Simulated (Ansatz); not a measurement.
# GaN: the cost of one run

Computed with Ansatz 0.2.0 (DFT PBE, scalar-relativistic, plane waves, PAW, unless a step's input says otherwise).

The COD entry's cell or inner coordinates are ideal or old and differ from later refinements, so a difference from it is no clean test against experiment.

### Step 1. The structure to begin with

Symmetry: Pm, No. 6, monoclinic system. Conventional cell: a = 7.551 Å, b = 3.180 Å, c = 30.833 Å, α = 90.00°, β = 90.00°, γ = 90.00°. Ga (site symmetry m) has 3 N at 1.94 to 1.95 Å as nearest neighbours. N (site symmetry m) has 3 Ga at 1.95 Å as nearest neighbours. Ga (site symmetry m) is surrounded by 2 N at 1.94 to 1.95 Å. N (site symmetry m) is surrounded by 4 Ga at 1.94 to 1.95 Å. Around Ga (site symmetry m) lie 4 N at 1.94 to 1.95 Å. Only part of the 24 independent sites is listed.

Structure file:

```
Ga N
1.0
     3.18000    0.00000    0.00000
     0.00000    7.55147    0.00000
     0.00000    0.00000   30.83299
Ga N
12 12
Direct
  0.50000 0.08867 0.32433
  0.50000 0.67733 0.34470
  0.00000 0.35467 0.38543
  0.00000 0.94333 0.40580
  0.50000 0.62067 0.44653
  0.50000 0.20933 0.46690
  0.00000 0.88667 0.50764
  0.00000 0.47533 0.52801
  0.50000 0.15267 0.56874
  0.50000 0.74133 0.58911
  0.00000 0.41867 0.62984
  0.00000 0.00733 0.65021
  0.00000 0.23583 0.32942
  0.50000 0.91317 0.37016
  0.50000 0.50183 0.39052
  0.00000 0.17917 0.43126
  0.00000 0.76783 0.45163
  0.50000 0.44517 0.49236
  0.50000 0.03383 0.51273
  0.00000 0.71117 0.55347
  0.00000 0.29983 0.57383
  0.50000 0.97717 0.61457
  0.50000 0.56583 0.63494
  0.00000 0.24317 0.67567
```

Slab cut from the bulk at the bulk's listed lattice constants, lower half held.

### Step 2. Relaxing the atoms

input.yaml reads:

```yaml
crystal:
  lattice:
    - [3.17999966, 0.0, 0.0]
    - [0.0, 7.55147333, 0.0]
    - [0.0, 0.0, 30.8329877863]
  atoms:
    - { symbol: Ga, position: [0.5, 0.08866674, 0.324327959] }
    - { symbol: "N", position: [0.0, 0.23583343, 0.3294198968] }
    - { symbol: Ga, position: [0.5, 0.67733349, 0.3446957289] }
    - { symbol: "N", position: [0.5, 0.91316692, 0.370155446] }
    - { symbol: Ga, position: [0.0, 0.35466698, 0.385431278] }
    - { symbol: "N", position: [0.5, 0.50183367, 0.3905232158] }
    - { symbol: Ga, position: [0.0, 0.94333372, 0.4057990479] }
    - { symbol: "N", position: [0.0, 0.17916716, 0.431258765] }
    - { symbol: Ga, position: [0.5, 0.62066721, 0.446534597] }
    - { symbol: "N", position: [0.0, 0.7678339, 0.4516265348] }
    - { symbol: Ga, position: [0.5, 0.20933396, 0.4669023669] }
    - { symbol: "N", position: [0.5, 0.44516739, 0.492362084] }
    - { symbol: Ga, position: [0.0, 0.88666745, 0.507637916] }
    - { symbol: "N", position: [0.5, 0.03383414, 0.5127298538] }
    - { symbol: Ga, position: [0.0, 0.47533419, 0.5280056859] }
    - { symbol: "N", position: [0.0, 0.71116763, 0.553465403] }
    - { symbol: Ga, position: [0.5, 0.15266768, 0.568741235] }
    - { symbol: "N", position: [0.0, 0.29983437, 0.5738331822] }
    - { symbol: Ga, position: [0.5, 0.74133443, 0.5891090049] }
    - { symbol: "N", position: [0.5, 0.97716786, 0.614568722] }
    - { symbol: Ga, position: [0.0, 0.41866792, 0.629844554] }
    - { symbol: "N", position: [0.5, 0.56583461, 0.6349365012] }
    - { symbol: Ga, position: [0.0, 0.00733466, 0.6502123239] }
    - { symbol: "N", position: [0.0, 0.24316809, 0.675672041] }
basis:
  ecutwfc: 420.0
  fft_grid_basis: typed
kpoints:
  mp_grid: { grid: [8, 4, 1] }
hamiltonian:
  xc: pbe
  pseudopotentials: { kind: paw }
scf:
  occupations: { method: gaussian, width: 0.05 }
output:
  forces: true
  eigenvalues: true
efield:
  axis: 3
  dipole_correction: true
  ramp_width: 0.04
relax:
  adjacent_minimum: "off"
  f_tol: 0.04
  max_steps: 40
  constraints: [{ sites: [0, 1, 2, 3, 4, 5, 6, 7, 8, 9, 10] }]
```

Command:

```sh
ansatz run input.yaml --threads 4 --pin off --max-ram 8847MiB --backend cpu --events-out ev --progress --plain --runs-dir out
```

What time and memory should one allow on 4 threads of Arm Neoverse V1, shared host?

About 8.8 min, with a peak of 2.6 GiB.
